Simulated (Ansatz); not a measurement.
The system is HfC.

```
CELL_PARAMETERS angstrom
2.43943 0.00000 0.00000
0.00000 4.69500 0.00000
0.00000 0.00000 2.56227
ATOMIC_POSITIONS crystal
Hf 0.00000 0.00000 0.00000
C 0.00000 0.50000 0.75000
```

The cell was built by a generator and needn't be a form met in nature.

```yaml
Program: Ansatz 0.2.0
Task: relaxation of cell and atoms
Functional: HSE06
Potentials_or_basis: Ansatz PAW
Cutoff: "420 eV (not typed: the program's choice for these potentials)"
k_mesh: 6 × 3 × 5
Occupations: fermi-dirac, width 0.05 eV
Spin: no spin polarisation
```

At the start: volume 14.67 Å³/atom.

**Question.** How do energy, volume and symmetry change on relaxing?

**Answer.** It ends after 39 steps and the volume is 21.07 Å³/atom (+43.6 %); space group P4/mmm (No. 123, to 0.05 Å).

The path:
```
step  energy change (eV)  largest force (eV/Å)  volume (Å³)
   1              0.0000                0.0051        29.35
   2             -0.9826                0.3823        29.88
   3             -1.6650                0.7006        29.80
   4             -2.3659                0.8561        29.54
   5             -3.0567                0.8975        29.11
   6             -3.7697                0.6150        28.76
   7             -4.3066                0.0262        28.36
   8             -4.4852                0.0361        29.70
   9             -4.5256                0.0834        29.64
  10             -4.5402                0.0063        31.00
  11             -4.5454                0.0034        30.36
  12             -4.5456                0.0054        30.47
  13             -4.5456                0.0057        30.47
  14             -4.5456                0.0068        30.47
  15             -4.5457                0.0007        30.48
  16             -4.6769                0.0032        30.48
  17             -4.7185                0.0749        31.71
  18             -4.7337                0.0221        32.49
  19             -4.7477                0.0003        32.83
  20             -4.7617                0.0074        33.67
  21             -4.8041                0.0379        34.27
  22             -4.8220                0.0758        35.13
  23             -4.8213                0.0282        36.17
  24             -4.8255                0.0003        35.92
  25             -4.8256                0.0000        35.88
  26             -4.8584                0.0001        35.88
  27             -4.8707                0.0010        36.70
  28             -4.8962                0.0029        37.66
  29             -4.9148                0.0059        38.71
  30             -4.9218                0.0034        39.96
  31             -4.9221                0.0002        40.50
  32             -4.9219                0.0000        40.67
  33             -4.9362                0.0000        40.67
  34             -4.9378                0.0005        41.19
  35             -4.9382                0.0009        42.01
  36             -4.9382                0.0001        42.06
  37             -4.9396                0.0001        42.06
  38             -4.9395                0.0000        42.15
  39             -4.9396                0.0000        42.15
```

Final structure:
```yaml
crystal:
  lattice:
    - [4.31346, 0.00000, 0.00000]
    - [0.00000, 3.14523, 0.00000]
    - [0.00000, 0.00000, 3.10657]
  atoms:
    - { symbol: Hf, position: [0.00000, 0.00000, 0.12500] }
    - { symbol: C, position: [0.00000, 0.50000, 0.62500] }
```

Caveat: the k mesh is coarse (spacing up to 0.49 Å⁻¹), so the values aren't converged, least of all with exact exchange; the volume moved by over 15 % at a fixed basis, so the end points are rough; the plane-wave basis is chosen anew once the cell has moved, so the energies of steps on either side of that aren't comparable; this functional lacks dispersion, which binds the layers, so the pressure and a relaxed spacing across them are unreliable, and here the layers came unbound; the PAW data sets come from PBE, with cores solved anew for the run's functional, which leaves a small shift of forces and pressure.
